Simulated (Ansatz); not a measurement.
## KCl

**The experiment.** The Crystallography Open Database holds a cell as deposited of cubic KCl (space group Fm-3m), temperature not stated (1969, doi:10.1177/000271625731300103): a = 6.279 Å, 30.94 Å³/atom.

Computed with Ansatz (plane waves, PAW, 420 eV cutoff): PBE, scalar-relativistic, no spin polarisation, Γ-centred 10×10×10 mesh, 0.05 eV Gaussian smearing. The datasets are Ansatz's generated set soft_2.

```xyz
2
Lattice="0.0000 3.1907 3.1907 3.1907 0.0000 3.1907 3.1907 3.1907 0.0000" Properties=species:S:1:pos:R:3 pbc="T T T"
K     0.0000    0.0000    0.0000
Cl    3.1907    3.1907    3.1907
```

The chain of runs began from a measured cell (COD), expanded in volume.

The cell above was scaled in volume, its shape and atoms being fixed by the lattice's symmetry. Energies are counted from the cell above.

The cell is relaxed to zero pressure at this level.

| V (Å³/atom) | ΔE (meV/atom) | P (GPa) | gap on the mesh (eV) |
| --- | --- | --- | --- |
| 31.19 | 2.9 | 0.73 | 5.19 |
| 31.83 | ? | ? | ? |
| 32.48 | 0.0 | 0.00 | 5.05 |
| 33.13 | 0.6 | -0.31 | 4.98 |
| 33.78 | 2.4 | -0.58 | 4.92 |

(1) Fill in the withheld row.

(2) What do the points give for the equilibrium volume, the bulk modulus and its pressure derivative (third-order Birch–Murnaghan)?

Answers:

(1) ΔE (meV/atom): 0.7, P (GPa): 0.35, gap on the mesh (eV): 5.11.

(2) V0 = 32.49 Å³/atom, B0 = 16.3 GPa, B0′ = 4.8.

B0·V0 = 16.3 GPa × 32.49 Å³ = 3.30 eV/atom sets the scale: near the minimum ΔE ≈ ½ B0 V0 x², with x = V/V0 − 1, and a pressure of 0.16 GPa squeezes the volume by about 1 %. At the ends of the curve: x = −4.0 % predicts 2.6 meV/atom and the run gives 2.9; x = +4.0 % predicts 2.6 meV/atom and the run gives 2.4. The lopsidedness is anharmonic: atoms resist being pushed together more than being pulled apart.

**Against experiment.** PBE gives 6.381 Å and 32.48 Å³/atom, +5.0 % in volume (+1.6 % in length) from the database's cell. PBE usually overestimates volumes by a few per cent. The static lattice also lacks zero-point motion and thermal expansion, roughly 2.4 to 5.9 % in volume at 300 K (room temperature assumed) by Grüneisen's rule, γ·3k_BT/(B0·V0) with γ of 1 to 2.5, so its own overestimate is larger than the figure.

Kohn–Sham gaps of semilocal functionals lie under measured ones, often by a third or more.
